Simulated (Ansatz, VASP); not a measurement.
## Two plane-wave programs on SbS

```
Sb S
1.0
     3.48553    0.00000    0.00000
     0.00000    3.48553    0.00000
     0.00000    0.00000    3.48553
Sb S
1 1
Direct
  0.00000 0.00000 0.00000
  0.50000 0.50000 0.50000
```

Change from the starting cell: species swapped into the CuPd type (Pm-3m, No. 221).

Alike in both runs: functional PBE; k mesh 16 × 16 × 16; occupations gaussian, width 0.1 eV; no spin polarisation.

Ansatz relaxed the structure, and its values are those at the end. VASP's run is a single point on that final structure, the one shown.

|  | VASP | Ansatz |
| --- | --- | --- |
| version | VASP 6.6.1 | Ansatz 0.2.0 |
| potentials or method | VASP PAW PBE potentials, release 64 (Sb, S) | scalar-relativistic, plane waves, PAW |
| plane-wave cutoff (eV) | 520 | 420 |
| valence electrons in the cell | 11 | 21 |

```csv
,VASP,Ansatz,Ansatz less VASP
gap on the k mesh at the Fermi level (eV),none,none,-
pressure (GPa),-0.3,0.0,+0.33
```

A gap of «none» marks a metal or a gap that the smearing closes. The two sets of potentials don't hold the same shells in valence.

The runs have no spin-orbit coupling, so splittings on Sb are missing.
